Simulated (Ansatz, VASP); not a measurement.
**One calculation of H4C, two programs**

```
C H
1.0
     7.95811    0.00000    0.00000
     0.00000    7.95811    0.00000
     0.00000    0.00000    7.95811
C H
8 32
Direct
  0.83606 0.01612 0.19761
  0.14206 0.92819 0.88287
  0.51923 0.04102 0.60919
  0.56407 0.58819 0.65563
  0.30257 0.53517 0.04768
  0.10103 0.54615 0.58720
  0.74996 0.51056 0.26703
  0.20901 0.12270 0.34582
  0.90827 0.08974 0.10657
  0.72405 0.96470 0.13689
  0.80114 0.09864 0.30194
  0.91516 0.91325 0.24519
  0.11563 0.92680 0.01714
  0.08182 0.81881 0.82512
  0.27815 0.92182 0.86451
  0.09205 0.04369 0.82580
  0.51958 0.17435 0.64493
  0.62028 0.97302 0.67370
  0.53561 0.02929 0.47307
  0.39705 0.98696 0.64304
  0.66197 0.67690 0.69414
  0.47932 0.56462 0.76095
  0.62235 0.47032 0.61583
  0.49288 0.64164 0.55069
  0.33060 0.66537 0.08320
  0.22575 0.47527 0.14509
  0.42031 0.46544 0.03202
  0.23363 0.53447 0.92881
  0.18508 0.62997 0.65625
  0.02502 0.47326 0.67616
  0.17664 0.46080 0.51031
  0.01850 0.62122 0.50686
  0.73402 0.39309 0.33713
  0.73470 0.61681 0.35279
  0.65401 0.51792 0.16885
  0.87538 0.51415 0.21047
  0.31152 0.20703 0.38202
  0.23630 0.99485 0.38892
  0.19622 0.12230 0.20917
  0.09197 0.16502 0.40364
```

Alike in both runs: functional PBE; dispersion D3(BJ); k mesh 1 × 1 × 1; occupations fermi-dirac, width 0.02 eV; no spin polarisation.

Ansatz relaxed the structure, and its values are those at the end. VASP's run is a single point on that final structure, the one shown.

|  | VASP | Ansatz |
| --- | --- | --- |
| version | VASP 6.6.1 | Ansatz 0.2.0 |
| potentials or method | VASP PAW PBE potentials, release 64 (C, H) | scalar-relativistic, plane waves, PAW |
| plane-wave cutoff (eV) | 520 | 420 |
| valence electrons in the cell | 64 | 64 |

Ansatz gave:

- gap on the k mesh at the Fermi level (eV): 7.17
- rms of the force components (eV/Å): 0.049
- dispersion energy (meV/atom): -26.2

Problem. What did VASP give for the same quantities?

Solution. gap on the k mesh at the Fermi level (eV): 7.17; rms of the force components (eV/Å): 0.046; dispersion energy (meV/atom): -26.2.

With one functional, cell and mesh, what is left measures potentials, basis and numerics. Ansatz warned: «xc_potential_rough_in_thin_density».

Expect the measured gap to be larger: semilocal functionals such as PBE lack the derivative discontinuity.
